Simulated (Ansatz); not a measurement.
# PbSe (Clausthalite) (Fm-3m) in Ansatz: notebook, part 2 of 2

Ansatz 0.2.0. The steps go on from the part before.

## 5. Single point, B3LYP, 28.10 Å³/atom (volume scaled by 0.98)

Input file input.yaml:

```yaml
crystal:
  lattice:
    - [0.0, 3.0401081059, 3.0401081059]
    - [3.0401081059, 0.0, 3.0401081059]
    - [3.0401081059, 3.0401081059, 0.0]
  atoms:
    - { symbol: Pb, position: [0.0, 0.0, 0.0] }
    - { symbol: Se, position: [0.5, 0.5, 0.5] }
hamiltonian:
  xc: b3lyp
  pseudopotentials: { kind: paw }
kpoints:
  mp_grid: { grid: [4, 4, 4] }
scf:
  occupations: { method: fermi_dirac, width: 0.05 }
output:
  forces: true
  stress: true
  eigenvalues: true
  write_density: true
  write_potential: true
  elf: true
  volumetric_format: npy
```

On the command line:

```bash
$ ansatz run input.yaml --threads 2 --pin off --max-ram 5632MiB --backend cpu --events-out ev --progress --plain --runs-dir out
```

It took 11 s on 2 threads of Arm Neoverse V1, shared host; peak memory 0.78 GiB.

It converged, with:

```yaml
Free_energy: -17401.9027 eV
Pressure: 5.9 GPa
Band_gap_on_the_k_mesh: 1.15 eV, direct
```

Caveat: the k mesh is coarse (spacing up to 0.45 Å⁻¹), so the values aren't converged, least of all with exact exchange; spin-orbit coupling is left out, which as a rule narrows the gap of such compounds by several tenths of an eV; the PAW data sets come from PBE, with cores solved anew for the run's functional, which leaves a small shift of forces and pressure; the thresholds are loose for stress.

## 6. Single point, B3LYP, 28.67 Å³/atom

Input file input.yaml:

```yaml
crystal:
  lattice:
    - [0.0, 3.06065, 3.06065]
    - [3.06065, 0.0, 3.06065]
    - [3.06065, 3.06065, 0.0]
  atoms:
    - { symbol: Pb, position: [0.0, 0.0, 0.0] }
    - { symbol: Se, position: [0.5, 0.5, 0.5] }
hamiltonian:
  xc: b3lyp
  pseudopotentials: { kind: paw }
kpoints:
  mp_grid: { grid: [4, 4, 4] }
scf:
  occupations: { method: fermi_dirac, width: 0.05 }
output:
  forces: true
  stress: true
  eigenvalues: true
```

Potentials or basis: Ansatz PAW.

On the command line:

```bash
$ ansatz run input.yaml --threads 2 --pin off --max-ram 5632MiB --backend cpu --events-out ev --progress --plain --runs-dir out
```

Wall time 11 s (2 threads of Arm Neoverse V1, shared host); peak memory 0.78 GiB.

The run converged. Its results:

- Free energy: -17401.9397 eV
- Pressure: 4.5 GPa
- Band gap on the k mesh: 1.22 eV, direct

Caveat: the k mesh is coarse (spacing up to 0.44 Å⁻¹), so the values aren't converged, least of all with exact exchange; spin-orbit coupling is left out, which as a rule narrows the gap of such compounds by several tenths of an eV; the PAW data sets come from PBE, with cores solved anew for the run's functional, which leaves a small shift of forces and pressure; the thresholds are loose for stress.

## 7. Single point, B3LYP, 29.24 Å³/atom (volume scaled by 1.02)

input.yaml: that of step 6 with these lines changed.

```diff
@@ -2,5 +2,5 @@
   lattice:
-    - [0.0, 3.06065, 3.06065]
-    - [3.06065, 0.0, 3.06065]
-    - [3.06065, 3.06065, 0.0]
+    - [0.0, 3.080919796, 3.080919796]
+    - [3.080919796, 0.0, 3.080919796]
+    - [3.080919796, 3.080919796, 0.0]
   atoms:
@@ -19 +19,5 @@
   eigenvalues: true
+  write_density: true
+  write_potential: true
+  elf: true
+  volumetric_format: npy
```

On the command line:

```bash
$ ansatz run input.yaml --threads 2 --pin off --max-ram 5632MiB --backend cpu --events-out ev --progress --plain --runs-dir out
```

It took 12 s on 2 threads of Arm Neoverse V1, shared host; peak memory 0.82 GiB.

Results (log left out):

```
Free energy            : -17401.9676 eV
Pressure               : 3.3 GPa
Band gap on the k mesh : 1.29 eV, direct
```

Caveat: the k mesh is coarse (spacing up to 0.44 Å⁻¹), so the values aren't converged, least of all with exact exchange; spin-orbit coupling is left out, which as a rule narrows the gap of such compounds by several tenths of an eV; the PAW data sets come from PBE, with cores solved anew for the run's functional, which leaves a small shift of forces and pressure; the thresholds are loose for stress.

## 8. Single point, B3LYP, 29.82 Å³/atom (volume scaled by 1.04)

Input file input.yaml:

```yaml
crystal:
  lattice:
    - [0.0, 3.1009263293, 3.1009263293]
    - [3.1009263293, 0.0, 3.1009263293]
    - [3.1009263293, 3.1009263293, 0.0]
  atoms:
    - { symbol: Pb, position: [0.0, 0.0, 0.0] }
    - { symbol: Se, position: [0.5, 0.5, 0.5] }
hamiltonian:
  xc: b3lyp
  pseudopotentials: { kind: paw }
kpoints:
  mp_grid: { grid: [4, 4, 4] }
scf:
  occupations: { method: fermi_dirac, width: 0.05 }
output:
  forces: true
  stress: true
  eigenvalues: true
```

On the command line:

```bash
$ ansatz run input.yaml --threads 2 --pin off --max-ram 5632MiB --backend cpu --events-out ev --progress --plain --runs-dir out
```

It took 12 s on 2 threads of Arm Neoverse V1, shared host; peak memory 0.83 GiB.

It converged, with:

* Free energy: -17401.9872 eV
* Pressure: 2.2 GPa
* Band gap on the k mesh: 1.35 eV, direct

Caveat: the k mesh is coarse (spacing up to 0.44 Å⁻¹), so the values aren't converged, least of all with exact exchange; spin-orbit coupling is left out, which as a rule narrows the gap of such compounds by several tenths of an eV; the PAW data sets come from PBE, with cores solved anew for the run's functional, which leaves a small shift of forces and pressure; the thresholds are loose for stress.

## 9. Single point, B3LYP, 30.39 Å³/atom (volume scaled by 1.06)

input.yaml: that of step 8 with these lines changed.

```diff
@@ -2,5 +2,5 @@
   lattice:
-    - [0.0, 3.1009263293, 3.1009263293]
-    - [3.1009263293, 0.0, 3.1009263293]
-    - [3.1009263293, 3.1009263293, 0.0]
+    - [0.0, 3.1206779849, 3.1206779849]
+    - [3.1206779849, 0.0, 3.1206779849]
+    - [3.1206779849, 3.1206779849, 0.0]
   atoms:
```

Potentials or basis: Ansatz PAW.

On the command line:

```bash
$ ansatz run input.yaml --threads 2 --pin off --max-ram 5632MiB --backend cpu --events-out ev --progress --plain --runs-dir out
```

Wall time 12 s (2 threads of Arm Neoverse V1, shared host); peak memory 0.83 GiB.

Results (log left out):

```
Free energy            : -17401.9993 eV
Pressure               : 1.2 GPa
Band gap on the k mesh : 1.40 eV, direct
```

Caveat: the k mesh is coarse (spacing up to 0.44 Å⁻¹), so the values aren't converged, least of all with exact exchange; spin-orbit coupling is left out, which as a rule narrows the gap of such compounds by several tenths of an eV; the PAW data sets come from PBE, with cores solved anew for the run's functional, which leaves a small shift of forces and pressure; the thresholds are loose for stress.

## 10. Equation of state, B3LYP

This step only gathers the single runs of the series.

Results:

- Equilibrium volume: 31.18 Å³/atom (rough: see the caveat)
- Bulk modulus: 45 GPa (rough)

Energy against volume, from the lowest point:
```tsv
volume (Å³/atom)	energy (meV/atom)
26.951	101.16
27.524	71.93
28.097	48.34
28.671	29.82
29.244	15.88
29.818	6.05
30.391	0.00
```

Caveat: the k mesh is coarse (spacing up to 0.44 Å⁻¹), so the values aren't converged, least of all with exact exchange; the potentials were made for another functional, which shifts forces and pressure; the minimum lies outside the volumes run. Spin-orbit coupling is left out, which matters for the levels of Pb.
